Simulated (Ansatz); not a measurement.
Relaxed (001) slab cut from Si2Mo (space group I4/mmm (No. 139)); the slab's formula is Si2Mo, its outer planes Si (top) and Si (bottom):

```xyz
9
Lattice="3.1901 0.0000 0.0000 0.0000 3.1901 0.0000 0.0000 0.0000 25.4015" Properties=species:S:1:pos:R:3 pbc="T T T"
Si    0.0000    0.0000    7.6046
Mo    1.5950    1.5950    8.8157
Si    0.0000    0.0000   10.0975
Si    1.5950    1.5950   11.3971
Mo    0.0000    0.0000   12.7007
Si    1.5950    1.5950   14.0044
Si    0.0000    0.0000   15.3040
Mo    1.5950    1.5950   16.5859
Si    0.0000    0.0000   17.7969
```

Theory: DFT PBEsol, scalar-relativistic, plane waves, PAW (Ansatz 0.2.0). Cutoff 420 eV; k points 11×11×1 on the computed 9-atom cell (Γ-centred); Gaussian smearing, width 0.10 eV; no spin polarisation. The cell repeats along c with a dipole correction in the vacuum.

The potential is the smooth part; its values at the atoms depend on the PAW datasets.

Task: How does the plane-averaged electrostatic potential energy of an electron run along c, counted from the Fermi level?

Result: (z (Å), V (eV)): (2.82, 4.47), (3.10, 4.47), (3.39, 4.47), (3.67, 4.47), (3.95, 4.47), (4.23, 4.47), (4.52, 4.46), (4.80, 4.45), (5.08, 4.43), (5.36, 4.38), (5.64, 4.27), (5.93, 4.04), (6.21, 3.53), (6.49, 2.45), (6.77, 0.30), (7.06, -3.96), (7.34, -8.53), (7.62, -11.03), (7.90, -11.51), (8.18, -12.36), (8.47, -14.66), (8.75, -16.64), (9.03, -15.54), (9.31, -12.27), (9.60, -10.47), (9.88, -10.81), (10.16, -11.00), (10.44, -9.52), (10.73, -8.03), (11.01, -9.21), (11.29, -10.89), (11.57, -10.88), (11.85, -10.15), (12.14, -11.40), (12.42, -14.73), (12.70, -16.42), (12.98, -14.73), (13.27, -11.40), (13.55, -10.15), (13.83, -10.88), (14.11, -10.89), (14.39, -9.21), (14.68, -8.03), (14.96, -9.52), (15.24, -11.00), (15.52, -10.81), (15.81, -10.47), (16.09, -12.27), (16.37, -15.54), (16.65, -16.64), (16.93, -14.66), (17.22, -12.36), (17.50, -11.51), (17.78, -11.03), (18.06, -8.53), (18.35, -3.96), (18.63, 0.30), (18.91, 2.45), (19.19, 3.53), (19.47, 4.04), (19.76, 4.27), (20.04, 4.38), (20.32, 4.43), (20.60, 4.45), (20.89, 4.46), (21.17, 4.47), (21.45, 4.47), (21.73, 4.47), (22.01, 4.47), (22.30, 4.47), (22.58, 4.47)

The vacuum level lies 4.47 eV above the Fermi level.

Cost: 1 run of about 5.3 core-minutes, on Arm Neoverse N1 (shared hosts).